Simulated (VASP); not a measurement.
# HfO2 (Fm-3m) in VASP: further runs, part 2 of 2

VASP 6.6.1. The steps go on from the part before.

## 4. Band structure, r2SCAN

File INCAR:

```
SYSTEM = HfO2
PREC = Accurate
ENCUT = 520
EDIFF = 1E-7
ISMEAR = 0
SIGMA = 0.02
LREAL = .False.
LASPH = .True.
NELM = 60
ALGO = Normal
ISIF = 2
LWAVE = .False.
LCHARG = .False.
LMAXMIX = 4
METAGGA = R2SCAN
LMIXTAU = .True.
```

File KPOINTS:

```
regular mesh
0
Gamma
  10 10 10
  0 0 0
```

File POSCAR:

```
HfO2
1.0
    0.0000000000      2.5575000000      2.5575000000
    2.5575000000      0.0000000000      2.5575000000
    2.5575000000      2.5575000000      0.0000000000
Hf O
1 2
Direct
    0.0000000000      0.0000000000      0.0000000000
    0.7500000000      0.7500000000      0.7500000000
    0.2500000000      0.2500000000      0.2500000000
```

File KPOINTS_OPT:

```
path GXWKGLUWLK,UX
15
line-mode
reciprocal
 0.0000000000  0.0000000000  0.0000000000  G
 0.5000000000  0.0000000000  0.5000000000  X

 0.5000000000  0.0000000000  0.5000000000  X
 0.5000000000  0.2500000000  0.7500000000  W

 0.5000000000  0.2500000000  0.7500000000  W
 0.3750000000  0.3750000000  0.7500000000  K

 0.3750000000  0.3750000000  0.7500000000  K
 0.0000000000  0.0000000000  0.0000000000  G

 0.0000000000  0.0000000000  0.0000000000  G
 0.5000000000  0.5000000000  0.5000000000  L

 0.5000000000  0.5000000000  0.5000000000  L
 0.6250000000  0.2500000000  0.6250000000  U

 0.6250000000  0.2500000000  0.6250000000  U
 0.5000000000  0.2500000000  0.7500000000  W

 0.5000000000  0.2500000000  0.7500000000  W
 0.5000000000  0.5000000000  0.5000000000  L

 0.5000000000  0.5000000000  0.5000000000  L
 0.3750000000  0.3750000000  0.7500000000  K

 0.6250000000  0.2500000000  0.6250000000  U
 0.5000000000  0.0000000000  0.5000000000  X
```

Potentials or basis: VASP PAW PBE potentials, release 64 (Hf_pv, O).

Command:

```
$ cat potpaw_PBE.64/Hf_pv/POTCAR potpaw_PBE.64/O/POTCAR > POTCAR
$ mpirun -np 1 vasp_std > vasp.out
```

OUTCAR:

```text
SYSTEM = HfO2
   PREC = Accurate
   ENCUT = 520
   EDIFF = 1E-7
   ISMEAR = 0
   LREAL = .False.
   LASPH = .True.
   NELM = 60
   ISIF = 2
   METAGGA = R2SCAN

 ion  position               nearest neighbor table
   1  0.000  0.000  0.000-   2 2.21   2 2.21   2 2.21   2 2.21   3 2.21   3 2.21   3 2.21   3 2.21

   2  0.750  0.750  0.750-   1 2.21   1 2.21   1 2.21   1 2.21
   3  0.250  0.250  0.250-   1 2.21   1 2.21   1 2.21   1 2.21

  LATTYP: Found a face centered cubic cell.
 ALAT       =     5.1150000000

  Lattice vectors:

 A1 = (   0.0000000000,   2.5575000000,   2.5575000000)
 A2 = (   2.5575000000,   0.0000000000,   2.5575000000)
 A3 = (   2.5575000000,   2.5575000000,   0.0000000000)

Analysis of symmetry for initial positions (statically):
=====================================================================
 Subroutine PRICEL returns:
 Original cell was already a primitive cell.

 Routine SETGRP: Setting up the symmetry group for a
 face centered cubic supercell.

 Subroutine GETGRP returns: Found 48 space group operations
 (whereof 48 operations were pure point group operations)
 out of a pool of 48 trial point group operations.

The static configuration has the point symmetry O_h .

[... 182 lines left out ...]
     11       3.0648      2.00000
     12       8.0171      0.00000
     13       8.0171      0.00000
     14       9.9347      0.00000
[... 401 lines left out ...]
      2     -27.2016      2.00000
      3     -27.1865      2.00000
      4     -14.3394      2.00000
      5     -13.9906      2.00000
      6      -1.6622      2.00000
      7      -0.4088      2.00000
      8      -0.3970      2.00000
      9       2.2588      2.00000
     10       2.5621      2.00000
     11       2.5841      2.00000
     12       8.3636      0.00000
     13       9.1473      0.00000
     14      11.6657      0.00000
     15      12.1071      0.00000

 [... further k-points ...]

------------------------ aborting loop because EDIFF is reached ----------------------------------------

  FORCE on cell =-STRESS in cart. coord.  units (eV):
  Direction    XX          YY          ZZ          XY          YZ          ZX
  --------------------------------------------------------------------------------------
  -------------------------------------------------------------------------------------
  Total       -2.5231404     -2.5231404     -2.5231404     -0.0000000      0.0000000     -0.0000000
  in kB     -120.8300844   -120.8300844   -120.8300844     -0.0000000      0.0000000     -0.0000000
  external PRESSURE =    -120.8300844 kB  Pullay stress =       0.0000000 kB

 VOLUME and BASIS-vectors are now :
 -----------------------------------------------------------------------------
  energy-cutoff  :      520.00
  volume of cell :       33.46
      direct lattice vectors                 reciprocal lattice vectors
     0.000000000  2.557500000  2.557500000    -0.195503421  0.195503421  0.195503421
     2.557500000  0.000000000  2.557500000     0.195503421 -0.195503421  0.195503421
     2.557500000  2.557500000  0.000000000     0.195503421  0.195503421 -0.195503421

 POSITION                                       TOTAL-FORCE (eV/Angst)
 -----------------------------------------------------------------------------------
      0.00000      0.00000      0.00000         0.000000      0.000000      0.000000
      3.83625      3.83625      3.83625         0.000000      0.000000      0.000000
      1.27875      1.27875      1.27875        -0.000000     -0.000000     -0.000000
 -----------------------------------------------------------------------------------
    total drift:                                0.000000      0.000000      0.000000

  FREE ENERGIE OF THE ION-ELECTRON SYSTEM (eV)
  ---------------------------------------------------
  free  energy   TOTEN  =       -68.4937788480 eV

  energy  without entropy=      -68.4937788480  energy(sigma->0) =      -68.49377885
```

Wall time 4.7 min (1 thread of Intel Xeon Platinum 8259CL at 2.50GHz (Skylake/Cascade Lake), shared host); peak memory 0.2 GiB.

Results:

| Property | Result |
| --- | --- |
| Free energy | -68.4938 eV |
| Pressure | -12.1 GPa |
| Band gap on the k mesh | 4.21 eV, direct |
| Band gap along the path | 4.21 eV, direct |

Levels at the corners of the path, in eV from the valence-band top:
```tsv
point	band 9	band 10	band 11	band 12	band 13	band 14
Γ	-0.62	-0.62	-0.62	4.33	4.33	6.25
X	-1.51	-1.51	0.00	4.21	5.86	6.92
X	-1.51	-1.51	0.00	4.21	5.86	6.92
W	-2.57	-1.36	-0.21	5.17	5.53	7.36
W	-2.57	-1.36	-0.21	5.17	5.53	7.36
K	-2.20	-1.32	-0.34	4.70	5.78	7.21
K	-2.20	-1.32	-0.34	4.70	5.78	7.21
Γ	-0.62	-0.62	-0.62	4.33	4.33	6.25
Γ	-0.62	-0.62	-0.62	4.33	4.33	6.25
L	-2.75	-1.86	-1.86	4.99	4.99	7.23
L	-2.75	-1.86	-1.86	4.99	4.99	7.23
U	-2.20	-1.32	-0.34	4.70	5.78	7.21
U	-2.20	-1.32	-0.34	4.70	5.78	7.21
W	-2.57	-1.36	-0.21	5.17	5.53	7.36
W	-2.57	-1.36	-0.21	5.17	5.53	7.36
L	-2.75	-1.86	-1.86	4.99	4.99	7.23
L	-2.75	-1.86	-1.86	4.99	4.99	7.23
K	-2.20	-1.32	-0.34	4.70	5.78	7.21
U	-2.20	-1.32	-0.34	4.70	5.78	7.21
X	-1.51	-1.51	0.00	4.21	5.86	6.92
```

Caveat: the PAW data sets were made with another functional, which shifts forces and pressure a little; spin-orbit coupling is left out, which moves the levels of the heavy elements. r2SCAN opens gaps a little over a GGA but as a rule still falls short of measured ones.

## 5. Overview

```tsv
level	potentials or basis	gap on the mesh (eV)
LDA	VASP PAW LDA potentials, release 64 (Hf_pv, O)	3.52
PBE	VASP PAW PBE potentials, release 64 (Hf_pv, O)	3.73
r2SCAN	VASP PAW PBE potentials, release 64 (Hf_pv, O)	4.21
```

Alike in all rows: task band structure; no spin polarisation; cell as given; k mesh 10 × 10 × 10; cutoff (eV) 520; smearing gaussian 0.02 eV.

Caveats: spin-orbit coupling is left out, which moves the levels of the heavy elements; the PAW data sets were made with another functional, which shifts forces and pressure a little (some runs).

Absolute energies hang on the potentials; compare differences alone.
